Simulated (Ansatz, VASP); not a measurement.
**BN: VASP beside Ansatz**

```
B N
1.0
     2.55407    0.00000    0.00000
    -1.27704    2.21189    0.00000
     0.00000    0.00000    6.66120
B N
2 2
Direct
  0.33333 0.66667 0.25000
  0.66667 0.33333 0.75000
  0.33333 0.66667 0.75000
  0.66667 0.33333 0.25000
```

Change from the starting cell: equal xx and yy strain of +2 %, crystal datasets.

Alike in both runs: task electric field gradients; functional PBEsol; k mesh 11 × 11 × 4; occupations fermi-dirac, width 0.03 eV; no spin polarisation.

|  | VASP | Ansatz |
| --- | --- | --- |
| version | VASP 6.6.1 | Ansatz 0.2.0 |
| potentials or method | VASP PAW PBE potentials, release 64 (B, N), cutoff 520 eV | all-electron PAW with datasets made for the crystal, scalar-relativistic |

```tsv
	VASP	Ansatz	Ansatz less VASP
gap on the k mesh at the Fermi level (eV)	4.13	4.13	+0.005
pressure (GPa)	-12.4	-12.7	-0.28
largest component of the traceless stress (GPa)	12.99	13.42	+0.432
Vzz of the field gradient on the site that differs most (V/Å²)	33.3	27.6	-5.73
```

Ansatz ran all-electron here, so the differences hold the error of VASP's frozen core and of both bases.

Caveats: the PAW data sets were made with another functional, which shifts forces and pressure a little (VASP); an odd mesh through Γ misses points on the zone boundary, where band edges often lie; this functional lacks dispersion, which binds the layers, so the pressure and a relaxed spacing across them are unreliable.
